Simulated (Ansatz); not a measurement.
SiSe: from a trial structure to a relaxed crystal

The calculation used Ansatz 0.2.0, DFT PBE, scalar-relativistic, plane waves, PAW. Cutoff 420 eV, Γ-centred k mesh, Gaussian smearing, no spin polarisation in the final step.

This is the end of a relaxation of cell and atoms.

```
Si Se
1.0
     0.00000    3.06938    3.06938
     3.06938    0.00000    3.06938
     3.06938    3.06938    0.00000
Si Se
1 1
Cartesian
  0.0000 0.0000 0.0000
  4.6041 4.6041 4.6041
```

Formation energies are uncorrected and refer to the elements' standard structures at the same level.

What space group does it have?

F-43m (No. 216). Conventional cell: a = 6.139 Å. Si has 4 Se at 2.66 Å; around Se lie 4 Si at 2.66 Å.

How far does it lie from the elements in energy?

0.40 eV/atom.

Is it a metal?

Yes, bands cross the Fermi level on the 16×16×16 mesh.

The final run used a 16×16×16 mesh on its 2-atom cell and 0.10 eV smearing. The k mesh leaves about 4 meV/atom of noise in metals. The cell came from a trial start, so SiSe may not exist in this structure.

Cost: 3 runs of about 0.47 core-minutes in all, on Intel Xeon 6975P-C (Granite Rapids) (shared hosts).